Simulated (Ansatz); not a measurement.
## Carriers in RbBr (Fm-3m)

```
Rb Br
1.0
     0.00000    3.42492    3.42492
     3.42492    0.00000    3.42492
     3.42492    3.42492    0.00000
Rb Br
1 1
Direct
  0.00000 0.00000 0.00000
  0.50000 0.50000 0.50000
```

Level of theory, where no other is named: PBEsol, all-electron LAPW in Ansatz 0.2.0, scalar-relativistic. k mesh 6×6×6, fixed occupations, basis error target 1 meV/atom. The cell was relaxed by PAW under this functional.

Extrema are searched on a 10×10×10 mesh and refined by Newton steps; masses come from band slopes 0.005 Å⁻¹ away, 1/m* = (1/ħ²) d²E/dk², negative for holes (the finite step makes the lightest masses up to about 3 % heavy). k is in units of the reciprocal vectors.

Task: Where are the band edges, and is the gap direct?

Result: The valence maximum lies at Gamma (0.000, 0.000, 0.000) and the conduction minimum at Gamma (0.000, 0.000, 0.000), so the Kohn-Sham gap of 4.219 eV is direct.

Task: What are the electron masses at the edge?

Result: The principal masses are 0.364, 0.364, 0.364 mₑ. One valley has a density-of-states mass (m₁m₂m₃)^(1/3) = 0.364; the direction-averaged conductivity mass 3/Σ(1/mᵢ) is 0.364 mₑ.

Task: Several bands lie at or near the hole edge, or its surface isn't an ellipsoid. What are the masses by direction?

Result: 

| direction | branch from the edge | its level at the point (eV from the edge) | m*/mₑ |
| --- | --- | --- | --- |
| 100 | 1 | 0.000 | -5.22 |
| 100 | 2 | 0.000 | -5.22 |
| 100 | 3 | 0.000 | -0.533 |
| 110 | 1 | 0.000 | -5.21 |
| 110 | 2 | 0.000 | -1.93 |
| 110 | 3 | 0.000 | -0.645 |
| 111 | 1 | 0.000 | -2.45 |
| 111 | 2 | 0.000 | -2.45 |
| 111 | 3 | 0.000 | -0.693 |
| 11-2 | 1 | 0.000 | -3.33 |
| 11-2 | 2 | 0.000 | -2.57 |
| 11-2 | 3 | 0.000 | -0.637 |

Task: Along the Cartesian direction 100 the conduction slope is 0.1047 eV·Å one step out. What is it four steps out, and what does that say?

Result: 0.4175 eV·Å, 3.989 times the first; a parabola would give 4, so the band is nearly parabolic here.

Task: What electronic dielectric constant and refractive index follow from the same bands (independent particles)?

Result: ε∞ = (2.87, 2.87, 2.87), so n ≈ √ε∞ = 1.69 (mean over directions) well under the gap and the normal reflectivity is ((n − 1)/(n + 1))² = 0.066. Local fields, left out here, lower ε∞ by several per cent.

Task: What gap does PAW give in the same cell?

Result: 4.218 eV, -1 meV from the LAPW value.

Caveats: no spin-orbit coupling on heavy atoms; semilocal gaps are low, and what follows the gap (onsets, screening, light masses) shifts with it; without spin-orbit coupling, bands that meet at the valence top are not the light and heavy holes of experiment; the frozen-core PAW files of the compared runs were fitted under PBE, their cores solved anew for this functional.
